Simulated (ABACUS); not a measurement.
The system is C.

```
C
1.0
     2.12732   -1.22828    0.00000
     2.12732    1.22828    0.00000
    -1.37907    0.00000    3.50283
C
2
Cartesian
  -0.6699 0.0000 3.5025
  3.5455 0.0000 0.0003
```

This is a stacking variant of graphite.

```yaml
Program: ABACUS 3.10.1
Task: single point
Functional: PBE
Potentials_or_basis: PseudoDojo NC SR 0.4.1 PBE standard
Cutoff: 1361 eV
Density_cutoff: 5442 eV
Basis: DZP LCAO (the cutoffs set its grid)
k_mesh: 13 × 13 × 8
Occupations: fermi-dirac, width 0.05 eV
Spin: no spin polarisation
```

On this cell: pressure 7.4 GPa; largest force 0.003 eV/Å; band gap on the k mesh 0.94 eV, indirect (least direct gap 0.95 eV).

The same run follows on a disturbed copy (atoms moved at random, drawn with an rms of 0.05 Å):

```
C
1.0
     2.12732   -1.22828    0.00000
     2.12732    1.22828    0.00000
    -1.37907    0.00000    3.50283
C
2
Direct
  0.15153 0.18577 0.00207
  0.83768 0.84088 0.00652
```

Question: What does the disturbed cell give?

Answer: The energy moves by +23.6 meV/atom; pressure 8.1 GPa; largest force 2.273 eV/Å; band gap on the k mesh 0.51 eV, direct.

Forces on the atoms (eV/Å):
```
C    0.547 -2.193  0.241
C   -0.547  2.193 -0.241
```

Stress tensor (GPa, compression positive):
```
13.11  5.22 -0.14
 5.22 10.17  0.34
-0.14  0.34  1.03
```

Caveats: the atomic orbitals were generated for these runs and aren't a published set; an odd mesh through Γ misses points on the zone boundary, where band edges often lie; the basis of atomic orbitals isn't converged, which shifts pressures, moduli and gaps; this functional lacks dispersion, which binds the layers, so the pressure and a relaxed spacing across them are unreliable (some runs).
